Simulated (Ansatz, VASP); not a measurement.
Two plane-wave programs on Y

```
Y
1.0
     0.00000    2.45350    2.45350
     2.45350    0.00000    2.45350
     2.45350    2.45350    0.00000
Y
1
Direct
  0.00000 0.00000 0.00000
```

Alike in both runs: task single point; functional revPBE; k mesh 12 × 12 × 12; occupations fermi-dirac, width 0.1 eV; no spin polarisation.

|  | VASP | Ansatz |
| --- | --- | --- |
| version | VASP 6.6.1 | Ansatz 0.2.0 |
| potentials or method | VASP PAW PBE potentials, release 64 (Y_sv) | plane waves (420 eV) with PAW, scalar-relativistic |
| plane-wave cutoff (eV) | 520 | 420 |
| valence electrons in the cell | 11 | 11 |

```csv
,VASP,Ansatz,Ansatz less VASP
pressure (GPa),5.5,5.7,+0.16
```

Caveats: the PAW data sets were made with another functional, which shifts forces and pressure a little (VASP).
